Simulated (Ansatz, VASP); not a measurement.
In: VASP beside Ansatz

INCAR

```
SYSTEM = In
  PREC = Accurate
  ENCUT = 520
  EDIFF = 1E-7
  ISMEAR = -1
  SIGMA = 0.05
  LREAL = .FALSE.
  LASPH = .TRUE.
  NELM = 80
  ALGO = Normal
  ISIF = 2
  LWAVE = .FALSE.
  LCHARG = .FALSE.
  GGA = PS
  NBANDS = 12
```

Contents of KPOINTS:

```
Automatic mesh
0
G
  10 10 10
  0 0 0
```

File POSCAR:

```
In
1.0
   -1.9072981498      1.9072981498      1.9072981498
    1.9072981498     -1.9072981498      1.9072981498
    1.9072981498      1.9072981498     -1.9072981498
In
1
Direct
    0.0000000000      0.0000000000      0.0000000000
```

The input input.yaml:

```yaml
crystal:
  lattice:
    - [-1.9072981498, 1.9072981498, 1.9072981498]
    - [1.9072981498, -1.9072981498, 1.9072981498]
    - [1.9072981498, 1.9072981498, -1.9072981498]
  atoms:
    - { symbol: In, position: [0.0, 0.0, 0.0] }
hamiltonian:
  xc: pbesol
  pseudopotentials: { kind: paw }
kpoints:
  mp_grid: { grid: [10, 10, 10] }
scf:
  occupations: { method: fermi_dirac, width: 0.05 }
output:
  forces: true
  stress: true
  eigenvalues: true
```

Change from the starting cell: volume scaled by 1.04.

Alike in both runs: task single point; functional PBEsol; k mesh 10 × 10 × 10; occupations fermi-dirac, width 0.05 eV; no spin polarisation.

|  | VASP | Ansatz |
| --- | --- | --- |
| version | VASP 6.6.1 | Ansatz 0.2.0 |
| potentials or method | VASP PAW PBE potentials, release 64 (In_d) | Ansatz PAW |
| plane-wave cutoff (eV) | 520 | 420 |
| valence electrons in the cell | 13 | 13 |

```csv
,VASP,Ansatz,Ansatz less VASP
gap on the k mesh at the Fermi level (eV),none,none,-
pressure (GPa),-2.6,-2.6,+0.04
```

A gap of «none» marks a metal or a gap that the smearing closes. The functional is the same, so the differences come from potentials, cutoffs and numerics.

Caveats: the PAW data sets were made with another functional, which shifts forces and pressure a little (VASP); the PAW data sets come from PBE, with cores solved anew for the run's functional, which leaves a small shift of forces and pressure (Ansatz).
